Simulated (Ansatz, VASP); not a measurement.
**Co in VASP and in Ansatz**

INCAR

```
PREC = Accurate
ENCUT = 520
EDIFF = 1E-6
ISMEAR = 0
SIGMA = 0.1
LREAL = F
LASPH = T
NELM = 150
ALGO = Fast
ISIF = 2
LWAVE = F
LCHARG = F
ISPIN = 2
MAGMOM = 3 3 3 3
LORBIT = 11
LMAXMIX = 4
GGA = PS
NBANDS = 30
```

Contents of KPOINTS:

```
regular mesh
0
Gamma
  6 6 6
```

File POSCAR:

```
Co
1.0
    1.8880756888     -3.1999381528      0.0000000000
    1.8880756888      3.1999381528      0.0000000000
    0.0000000000      0.0000000000      3.7811743028
Co
4
Direct
    0.1525000000      0.8475000000      0.0785000000
    0.6525000000      0.3475000000      0.4215000000
    0.8475000000      0.1525000000      0.9215000000
    0.3475000000      0.6525000000      0.5785000000
```

Input for Ansatz:

```yaml
crystal:
  lattice:
    - [1.8880756888, -3.1999381528, 0.0]
    - [1.8880756888, 3.1999381528, 0.0]
    - [0.0, 0.0, 3.7811743028]
  atoms:
    - { symbol: Co, position: [0.1525, 0.8475, 0.0785], spin: 3.0 }
    - { symbol: Co, position: [0.6525, 0.3475, 0.4215], spin: 3.0 }
    - { symbol: Co, position: [0.8475, 0.1525, 0.9215], spin: 3.0 }
    - { symbol: Co, position: [0.3475, 0.6525, 0.5785], spin: 3.0 }
basis:
  ecutwfc: 420
kpoints:
  mp_grid: { grid: [6, 6, 6] }
hamiltonian:
  xc: pbesol
scf:
  occupations: { method: gaussian, width: 0.1 }
  lower_state_search: "off"
output:
  forces: true
  stress: true
  eigenvalues: true
  populations: true
magnetization:
  spin_polarized: true
```

Alike in both runs: task single point; functional PBEsol; k mesh 6 × 6 × 6; occupations gaussian, width 0.1 eV; collinear spin.

```csv
,VASP,Ansatz
version,VASP 6.6.1,Ansatz 0.2.0
potentials or method,"VASP PAW PBE potentials, release 64 (Co)","scalar-relativistic, plane waves, PAW"
plane-wave cutoff (eV),520,420
valence electrons in the cell,36,68
```

Ansatz gave:

| Item | Value |
| --- | --- |
| gap on the k mesh at the Fermi level (eV) | none |
| pressure (GPa) | 19.1 |
| largest component of the traceless stress (GPa) | 11.68 |
| rms of the force components (eV/Å) | 0.407 |
| net moment per atom (μB) | 1.54 |
| size of the moment on the site where the two differ most (μB) | 1.53 |

Task: What did VASP give for the same quantities?

Result: gap on the k mesh at the Fermi level (eV): none; pressure (GPa): 17.5; largest component of the traceless stress (GPa): 10.82; rms of the force components (eV/Å): 0.364; net moment per atom (μB): 1.54; size of the moment on the site where the two differ most (μB): 1.52.

Site moments also hang on the region over which each program counts them. Atom by atom the forces differ by 0.048 eV/Å (rms over components). A gap of «none» marks a metal or a gap that the smearing closes. The functional is the same, so the differences come from potentials, cutoffs and numerics. The two sets of potentials don't hold the same shells in valence.

Caveats: so large a pressure means that the cell lies far from this level's equilibrium, or that cutoff or potentials fall short (VASP); the potentials were made for another functional, which shifts forces and pressure (VASP).
